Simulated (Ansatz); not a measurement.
## Debugging a many-body input for GaN (P6_3mc)

A first try at the G0W0 gap of GaN (P6_3mc), what the program said, and an input that works.

Method: G0W0 on PBE, plane waves, PAW, in Ansatz 0.2.0.

The database entry behind the starting cell has ideal inner coordinates that were not refined, so it need not match the best structure at ambient conditions.

### Step 1. Set-up

Symmetry: P6_3mc, No. 186, hexagonal system. Conventional cell: a = 3.190 Å, b = 3.190 Å, c = 5.189 Å, α = 90.00°, β = 90.00°, γ = 120.00°. Nearest to Ga lie 4 N at 1.95 Å. Nearest to N lie 4 Ga at 1.95 Å. Farther neighbours and most contacts between anions are not listed.

The cell and positions come from the Crystallography Open Database and are kept as given unless a step says otherwise. The default PAW set here is soft_1. Its files were made with PBE.

### Step 2. First try

Input file input.yaml:

```yaml
crystal:
  lattice:
    - [3.19, 0.0, 0.0]
    - [-1.595, 2.7626210381, 0.0]
    - [0.0, 0.0, 5.189]
  atoms:
    - { symbol: Ga, position: [0.6666666667, 0.3333333333, 0.0] }
    - { symbol: Ga, position: [0.3333333333, 0.6666666667, 0.5] }
    - { symbol: "N", position: [0.6666666667, 0.3333333333, 0.375] }
    - { symbol: "N", position: [0.3333333333, 0.6666666667, 0.875] }
kpoints:
  mp_grid: { grid: [2, 2, 2] }
hamiltonian:
  xc: pbe
  pseudopotentials: { kind: paw, azcp: { folder: "./paw" } }
scf:
  occupations: { method: fixed }
gw:
  n_empty_bands: 74
  ecut_chi: 80
  qp_bands: [v2, c2]
  qp_kpoints: band_edges
  screening: { model: contour_deformation }
```

Command:

```sh
$ ansatz run input.yaml --threads 3 --pin off --max-ram 92160MiB --backend cuda --events-out ev --progress --plain --runs-dir out --devices 1 --max-vram 13GiB
```

Numbers of over 12 decimals in the logs are rounded to 6 here.

Log:

```text
GPUs: using 1 of 1 available (devices: 1).
Engine: ansatz 0.2.0, x86_64-unknown-linux-gnu
Pseudopotentials: kind: paw
Pseudopotential: Ga, paw, valence charge 13, recommended cutoff 420 eV (normal), <dir>
Pseudopotential: N, paw, valence charge 5, recommended cutoff 420 eV (normal), <dir>
Functional definition: PBE
  parameter kappa = 0.804
  parameter beta = 0.066725
  exchange = pbe_x(kappa = kappa, mu = beta*pi^2/3)
  correlation = pbe_c(beta = beta)
concurrent solve slots: 2 of 3 are kept, ahead of what memory takes: no pass of the eigensolver takes more rounds on 2
device memory: the entry about to start is reckoned to put 0.7 GiB on a device that reports 56.9 GiB free (of which the cap on the GPU budget leaves the run 13.0 GiB)
GPU FFT provider: cuFFT
GPU libraries: cuBLAS 13.8.2, cuFFT 12.4.0, cuSOLVER 12.3.4
Crystal: 4 atoms, lattice volume = 45.729 Å³
Basis set: ecut = 420 eV, 917 PW (Γ)
Bands: 22, of which v1, the nominal top of the filled ones, is band 18 counted from 1 (17 counted from 0)
Symmetry: 12 space group operations
Space group: P63mc (ITA 186), of the structure as read, at distance tolerance 3.6e-5 Å
k-points: 4 of 8
Non-local potential: Ga, projectors of the file, l = 0: 2, l = 1: 2, l = 2: 3, l = 3: 1
Non-local potential: N, projectors of the file, l = 0: 2, l = 1: 2, l = 2: 1
PAW form: soft (Blöchl's): semilocal exchange-correlation on the pseudo side does not see the compensation charge
PAW one-centre angular grid: Ga, 590 points (default); XC on 64 Gauss nodes
PAW one-centre angular grid: N, 110 points (default); XC on 64 Gauss nodes
Initial density: superposition of atomic densities (chi_scale 0.1, normalization cell, long waves kept (reshape's long-wave potential 0.00 eV rms))
Initial wavefunctions: pseudopotential atomic-orbital guess
GPU buffer pool allocated for 20736 grid points (all kernels)
GPU transforms: local potential and band sums: pruned to the plane-wave sphere, on 24×24×36
Functional: x = pbe(κ = 0.804, μ = 0.219515), c = pbe(β = 0.066725)
SCF iter   1: F=—  HF=-8336.031776 eV  |F-HF|=—  |Δ(HF+E_count)|=         —  Δρ=1.26e-1  dr2=6.57e0  ethr=3.10e-3  ⟨swp⟩=4.0  Hψ=309  notcnv=0  defer=4
preconditioner: auto → Resta (q_TF=auto, 2.622 Å⁻¹)  ε∞=5.0  [insulator: Δε(μ)=2.712 eV  Ē_g=16.527 eV  n_scr=22 (ndim 8)  ℏωp=32.9 eV  f_vac=0.000  ε∞_Penn≈5.0]
SCF iter   2: F=—  HF=-8334.297611 eV  |F-HF|=—  |Δ(HF+E_count)|=    1.73e0  Δρ=5.24e-2  dr2=7.18e-1  ethr=3.10e-3  ⟨swp⟩=2.0  Hψ=203  notcnv=0  defer=7
SCF iter   3: F=—  HF=-8334.189168 eV  |F-HF|=—  |Δ(HF+E_count)|=   1.08e-1  Δρ=2.07e-2  dr2=1.40e-1  ethr=1.99e-3  ⟨swp⟩=2.0  Hψ=104  notcnv=0  defer=8
SCF iter   4: F=—  HF=-8334.183884 eV  |F-HF|=—  |Δ(HF+E_count)|=   5.28e-3  Δρ=4.03e-3  dr2=8.83e-3  ethr=3.89e-4  ⟨swp⟩=2.8  Hψ=162  notcnv=0  defer=8
SCF iter   5: F=—  HF=-8334.180848 eV  |F-HF|=—  |Δ(HF+E_count)|=   3.04e-3  Δρ=3.14e-3  dr2=2.82e-3  ethr=2.45e-5  ⟨swp⟩=2.0  Hψ=167  notcnv=0  defer=8
SCF iter   6: F=—  HF=-8334.183528 eV  |F-HF|=—  |Δ(HF+E_count)|=   2.68e-3  Δρ=6.29e-4  dr2=1.43e-4  ethr=7.84e-6  ⟨swp⟩=2.5  Hψ=168  notcnv=0  defer=8
SCF iter   7: F=—  HF=-8334.183718 eV  |F-HF|=—  |Δ(HF+E_count)|=   1.90e-4  Δρ=9.33e-5  dr2=5.03e-6  ethr=3.98e-7  ⟨swp⟩=2.0  Hψ=163  notcnv=0  defer=8
SCF iter   8: F=—  HF=-8334.183728 eV  |F-HF|=—  |Δ(HF+E_count)|=   1.05e-5  Δρ=1.79e-5  dr2=1.06e-7  ethr=1.40e-8  ⟨swp⟩=2.0  Hψ=160  notcnv=0
SCF iter   9: F=-8334.183728 eV  HF=-8334.183728 eV  |F-HF|=5.64e-9  |Δ(HF+E_count)|=   1.75e-7  Δρ=3.89e-6  dr2=6.87e-9  ethr=2.78e-10  ⟨swp⟩=4.2  Hψ=279  notcnv=0
SCF 1 converged in 9 iterations: F = -8334.183728 eV  dr2 = 6.87e-9
[...]
concurrent solve slots: 2 of 3 are kept, ahead of what memory takes: no pass of the eigensolver takes more rounds on 2
device memory: the entry about to start is reckoned to put 0.9 GiB on a device that reports 57.1 GiB free (of which the cap on the GPU budget leaves the run 13.0 GiB)
NSCF: frozen V_eff on 4 k-points
[...]
concurrent solve slots: 2 of 3 are kept, ahead of what memory takes: no pass of the eigensolver takes more rounds on 2
device memory: the entry about to start is reckoned to put 1.2 GiB on a device that reports 58.7 GiB free (of which the cap on the GPU budget leaves the run 13.0 GiB)
NSCF: frozen V_eff on 4 k-points
G₀W₀ screening: q 1/4
[... further progress lines ...]
device memory: the entry about to start is reckoned to put 0.3 GiB on a device that reports 59.5 GiB free (of which the cap on the GPU budget leaves the run 13.0 GiB)
NSCF: frozen V_eff on 1 k-points
device memory: the entry about to start is reckoned to put 0.3 GiB on a device that reports 59.5 GiB free (of which the cap on the GPU budget leaves the run 13.0 GiB)
NSCF: frozen V_eff on 1 k-points
SCF converged after 9 iterations
Free energy (F): -8334.183728 eV
Harris-Foulkes:  -8334.183728 eV  (|F-HF|=5.64e-9)
Internal energy: -8334.183728 eV  (E = F + TS)
E sigma→0 (E₀):  -8334.183728 eV
Fermi energy:    9.986863 eV
--- Per-component energies (eV) ---
  E_band       = -6.520246
  E_kinetic    = 486.019780
  E_local      = -2840.281303  (includes V_loc(G=0)·N_el)
  E_nonlocal   = -108.304960
  E_hartree    = 1797.726991
  E_xc         = -244.194848
  E_vxc        = -261.407342  (∫ρ·V_xc dr)
  E_paw        = -4252.642411  (= ΣΔE_a)
  E_vpaw       = -878.003947  (= ΣTr[D̂ρ^β])
  E_aug_tail   = 0.001569  (compensation charges beyond the density's cutoff)
  E_ewald      = -3172.508547
  E_smearing   = -0.000000  (= −TS)
  E_closure    = 0.000000  (closes the sum)
  Σ components = -8334.183728   (vs F -8334.183728, Δ=0.00e0)
--- Band table (eV) ---
  k-point 0: bands = [... 14 lower, 8.9104, 9.8882, 9.9869, 9.9869, 11.7533, 14.0075, 19.1041, 19.5826]
  k-point 1: bands = [... 14 lower, 9.4338, 9.4338, 9.4338, 9.4338, 14.0711, 14.0711, 18.2806, 18.2806]
  k-point 2: bands = [... 14 lower, 5.6254, 7.1683, 7.6489, 8.9775, 14.7920, 15.3556, 15.8589, 18.5121]
  k-point 3: bands = [... 14 lower, 7.9930, 7.9930, 8.0007, 8.0007, 14.1595, 14.1595, 17.5439, 17.5439]
--- G₀W₀: contour deformation, 6 samples at zero and on the imaginary axis and 1 off it, 8 q-points, 74 empty bands' worth ---
  eigenvalues of the whole cell's RPA ε∞ on this k-mesh (on a slab, of 1 + 4πα/V) = 17.3260, 21.9556, 21.9556; static W/v taken at q = 0 is 0.045630
  bands read: the sum over 92 bands ends inside a degenerate multiplet in 1 slot, whose members it reads at an even weight; the widest, k=1: bands 91 to 94 (counted from 1) at 2/4 each
  gw.qp_kpoints: band_edges: 4 of 4 stored k-points solved, in 1 pass; an edge of the gap read off the rows below is read off those points alone
    ik  band        ε_KS         Σx   Σc(E_QP)       V_xc       Z   E_QP_lin       E_QP  E_QP is
     0    17      9.9869   -24.8275     4.4238   -20.2026  0.7506     9.7849     9.7858  root
     0    18      9.9869   -24.8275     4.4238   -20.2026  0.7506     9.7849     9.7858  root
     0    19     11.7533   -10.7419    -4.4517   -15.7822  0.7795    12.3498    12.3418  root
     0    20     14.0075    -9.3159    -5.2009   -15.2228  0.7803    14.7267    14.7133  root
     1    17      9.4338   -24.3076     4.5269   -19.5201  0.7476     9.1716     9.1732  root
     1    18      9.4338   -24.3076     4.5269   -19.5201  0.7476     9.1716     9.1732  root
     1    19     14.0711    -9.9822    -5.0505   -15.7888  0.7690    14.8430    14.8271  root
     1    20     14.0711    -9.9822    -5.0505   -15.7888  0.7690    14.8430    14.8271  root
     2    17      7.6489   -21.1416     3.7393   -17.0472  0.7543     7.2908     7.2938  root
     2    18      8.9775   -23.5283     4.3862   -18.8704  0.7497     8.7041     8.7058  root
     2    19     14.7920    -7.9251    -5.0452   -13.2962  0.7879    15.1204    15.1180  root
     2    20     15.3556    -9.8582    -4.9526   -15.4344  0.7744    15.9897    15.9792  root
     3    17      8.0007   -22.0616     3.8726   -17.9226  0.7531     7.7328     7.7344  root
     3    18      8.0007   -22.0616     3.8726   -17.9226  0.7531     7.7328     7.7344  root
     3    19     14.1595    -8.6650    -4.6888   -13.6640  0.7889    14.4717    14.4696  root
     3    20     14.1595    -8.6650    -4.6888   -13.6640  0.7889    14.4717    14.4696  root
```

Run time: 15 s. Hardware: 1 × NVIDIA H100 80GB HBM3 (shared by 6 runs) with 3 threads of AMD EPYC 7R13 (Zen 3), shared host; peak memory 1 GiB; 3.7 s of CPU time.

**What went wrong?**

The run ended normally, though the input holds a fault or crude settings.

The fault: G0W0 on a mesh far too coarse. So few points can't sample the density or the screening, and the band edges may lie elsewhere in the zone.

It printed a gap of 2.56 eV, which is an artefact of the settings.

### Step 3. A better input

Now the one-shot GW correction: screening in the RPA, then the self-energy of the levels asked for.

input.yaml, as its differences from that of step 2:

```diff
@@ -11,3 +11,3 @@
 kpoints:
-  mp_grid: { grid: [2, 2, 2] }
+  mp_grid: { grid: [6, 6, 4] }
 hamiltonian:
@@ -18,4 +18,4 @@
 gw:
-  n_empty_bands: 74
-  ecut_chi: 80
+  n_empty_bands: 136
+  ecut_chi: 120
   qp_bands: [v2, c2]
```

Log:

```text
GPUs: using 1 of 1 available (devices: 1).
[...]
GPU FFT provider: cuFFT
GPU libraries: cuBLAS 13.8.2, cuFFT 12.4.0, cuSOLVER 12.3.4
Crystal: 4 atoms, lattice volume = 45.729 Å³
Basis set: ecut = 420 eV, 917 PW (Γ)
Bands: 22, of which v1, the nominal top of the filled ones, is band 18 counted from 1 (17 counted from 0)
[... 1 set-up line as in the run before ...]
[...]
k-points: 21 of 144 (time reversal used)
[...]
GPU buffer pool allocated for 20736 grid points (all kernels)
[...]
SCF iter   1: F=—  HF=-8337.203660 eV  |F-HF|=—  |Δ(HF+E_count)|=         —  Δρ=1.13e-1  dr2=5.09e0  ethr=3.10e-3  ⟨swp⟩=4.0  Hψ=1676  notcnv=0  defer=6
[...]
SCF iter   9: F=-8335.821065 eV  HF=-8335.821065 eV  |F-HF|=3.07e-9  |Δ(HF+E_count)|=   1.97e-7  Δρ=2.62e-6  dr2=3.38e-9  ethr=2.78e-10  ⟨swp⟩=4.1  Hψ=1511  notcnv=0
SCF 1 converged in 9 iterations: F = -8335.821065 eV  dr2 = 3.38e-9
[...]
0    17      9.6804   -23.8574     3.1132   -20.2303  0.7706     9.1628     9.1665  root
     0    18      9.6804   -23.8574     3.1132   -20.2303  0.7706     9.1628     9.1665  root
     0    19     11.5708   -11.5392    -3.6230   -15.7696  0.8050    12.1822    12.1782  root
     0    20     13.9224   -10.1834    -4.3919   -15.2907  0.8105    14.6448    14.6379  root
     1    17      9.5208   -23.7219     3.1573   -20.0301  0.7702     8.9823     8.9863  root
     1    18      9.5208   -23.7219     3.1573   -20.0301  0.7702     8.9823     8.9863  root
     1    19     12.7681   -12.2078    -3.6156   -16.4935  0.7958    13.4437    13.4382  root
     1    20     14.0264   -10.1639    -4.4148   -15.3102  0.8074    14.7652    14.7578  root
[...]
20    17      8.1880   -22.2764     3.3903   -18.2403  0.7653     7.5354     7.5422  root
    20    18      8.1880   -22.2764     3.3903   -18.2403  0.7653     7.5354     7.5422  root
    20    19     16.0948    -9.5392    -4.7383   -14.9797  0.8052    16.8050    16.7970  root
    20    20     16.0948    -9.5392    -4.7383   -14.9797  0.8052    16.8050    16.7970  root
[key lines of the parts left out:]
SCF converged after 9 iterations
Free energy (F): -8335.821065 eV
Fermi energy:    9.680356 eV
```

The job ended after 22 s (1 × NVIDIA H100 80GB HBM3 (shared by 6 runs) with 3 threads; peak memory 1.2 GiB; 18 s of CPU time).

Numbers from this step:

* bands summed: 154
* RPA ε∞ on this mesh (eigenvalues): 5.991, 6.035, 6.035
* plane waves in the screening matrix: 135
* q-points in the mesh: 144
* G0W0 gap on the mesh: 3.012 eV
* k of the valence top: 0, 0, 0
* k of the conduction bottom: 0, 0, 0
* starting gap on the mesh: 1.890 eV
* Z at the valence top: 0.7706
* Z at the conduction bottom: 0.8050
* least direct G0W0 gap on the computed points: 3.012 eV

The gap on the mesh goes from 1.89 eV to 3.01 eV, a correction of +1.12 eV. Between the two edge states, bare exchange in place of the xc potential would open the gap by 7.86 eV, and correlation takes back 6.74 eV.

### Step 4. Results

| Item | Value |
| --- | --- |
| first try | converged after 15 s |
| better run | G0W0 gap on the mesh 3.01 eV (6×6×4 mesh, 136 empty bands, screening to 120 eV) |

In words: The second run differs in: mesh, empty bands and screening cutoff (eV). Bands and cutoff are finite, so the gap is not at the basis limit. The miss can reach some tenths of an eV and take either sign; the mesh is an error of its own. The many-body steps are scalar-relativistic: spin-orbit coupling is not in them.

[Paths, hosts, dates, memory and timing lines, banners, echoed tables and standing remarks are left out of the program output.]

[Logs are printed without paths, hosts, clocks, repeated set-up lines and the standing remarks that a program may print on its own settings, such as how far it seeks lower states.]

[Runs of the session that timed out or met a known fault of the program may be left out.]

[Cells called generated may have been cut or substituted from an entry of the Crystallography Open Database or the Materials Project.]

[Hosts, paths, dates, database ids (printed as entryN), source tags and the programs' standing remarks are cut or masked in the printed files.]
